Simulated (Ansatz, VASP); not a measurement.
# Al: VASP beside Ansatz

```
Al
1.0
     0.00000    2.02073    2.02073
     2.02073    0.00000    2.02073
     2.02073    2.02073    0.00000
Al
1
Cartesian
  0.0000 0.0000 0.0000
```

Alike in both runs: functional PBE; k mesh 18 × 18 × 18; occupations gaussian, width 0.1 eV; no spin polarisation.

Ansatz relaxed the structure, and its values are those at the end. VASP's run is a single point on that final structure, the one shown.

|  | VASP | Ansatz |
| --- | --- | --- |
| version | VASP 6.6.1 | Ansatz 0.2.0 |
| potentials or method | VASP PAW PBE potentials, release 64 (Al) | scalar-relativistic, plane waves, PAW |
| plane-wave cutoff (eV) | 520 | 420 |
| valence electrons in the cell | 3 | 3 |

```tsv
	VASP	Ansatz	Ansatz less VASP
gap on the k mesh at the Fermi level (eV)	none	none	-
pressure (GPa)	0.0	0.0	+0.04
```

A gap of «none» marks a metal or a gap that the smearing closes.
